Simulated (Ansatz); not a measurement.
C3H6O can be A, `CCC=O`, or B, `OC1CC1`.

Program: Ansatz. Geometries: PBE0-D4/def2-TZVP. ΔE: electronic, gas phase. CCSD(T)/CBS adds triple-zeta CCSD(T) − MP2 to the extrapolated MP2 energy (def2 sets, frozen cores). DFT in def2-TZVPP. B3LYP here is the variant with VWN-RPA as its local correlation; programs differ in this. Each species was taken in one conformer, which may not be the lowest.

(1) Which is lower in electronic energy at CCSD(T)/CBS, and by how much? (Estimate.)

(2) Give E(B) − E(A) in kcal/mol with B2PLYP, B3LYP-D4, PBE-D4, HF/def2-TZVPP, BLYP-D4, B3LYP, PBE0-D4. (An estimate is asked.)

(3) Does the order hold for the free energy at 298.15 K (harmonic terms from PBE0-D4)? (An estimate is asked.)

Largest T1 diagnostic: 0.013.

## Answers

(1) Computed: A, by 18.9 kcal/mol.

(2) Computed: B2PLYP 20.9, B3LYP-D4 21.3, PBE-D4 18.1, HF/def2-TZVPP 23.5, BLYP-D4 23.5, B3LYP 21.3, PBE0-D4 16.2. None reverses the order clearly.

(3) The calculation gave: Yes: G(B) − G(A) = +21.0 kcal/mol, for one conformer each.

In def2-TZVPP, CCSD(T) changes the Hartree–Fock value by −3.9 kcal/mol (the triples alone add +0.3 kcal/mol) and MP2 by −5.7 kcal/mol. From r2SCAN to r2SCAN0 (25 % exact exchange), in def2-TZVPP and without D4, E(B) − E(A) moves by −1.9 kcal/mol.
